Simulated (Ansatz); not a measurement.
System: YN (rock salt type), 2 atoms in the cell.

```yaml
crystal:
  lattice:
    - [0.00000, 2.46000, 2.46000]
    - [2.46000, 0.00000, 2.46000]
    - [2.46000, 2.46000, 0.00000]
  atoms:
    - { symbol: Y, position: [0.00000, 0.00000, 0.00000] }
    - { symbol: N, position: [0.50000, 0.50000, 0.50000] }
```
Lattice in Å, positions in fractions of it.

Level of theory: PBE, all-electron LAPW, point nucleus in Ansatz 0.2.0 development build.

k-mesh 6×6×6 Γ-centred; Fermi–Dirac smearing of 0.02 eV; no spin polarisation.

Problem. How large is the gap on this mesh, is it direct, and where do the band edges lie (fractions of the reciprocal vectors of this cell)?

Solution. 0.21 eV, indirect from (0.000, 0.000, 0.000) to (0.000, -0.500, -0.500); the smallest direct gap is 0.61 eV.

Problem. List the levels near the gap at (0.000, 0.000, 0.000), (0.000, 0.000, 0.333), (0.000, 0.333, -0.500), (0.000, 0.333, -0.333), (0.000, -0.500, -0.500), in eV from the top of the valence band (v1 is the highest filled band, c1 the lowest empty one).

Solution. 
```tsv
k	v4	v3	v2	v1	c1	c2	c3
(0.000, 0.000, 0.000)	-12.84	0.00	0.00	0.00	3.10	3.10	3.10
(0.000, 0.000, 0.333)	-11.60	-3.25	-1.80	-1.80	4.19	5.21	5.21
(0.000, 0.333, -0.500)	-12.12	-2.02	-1.41	-0.93	1.55	6.71	7.27
(0.000, 0.333, -0.333)	-11.78	-2.73	-1.66	-1.62	3.55	5.50	6.35
(0.000, -0.500, -0.500)	-12.42	-1.54	-0.41	-0.41	0.21	6.72	7.03
```

A gap read on the mesh is an upper bound of this method's gap, since the mesh can miss a band edge. Spin–orbit coupling is left out; with heavy elements it can shift the gap and split levels by tenths of an eV. Semilocal functionals give gaps that mostly lie well below measured ones.
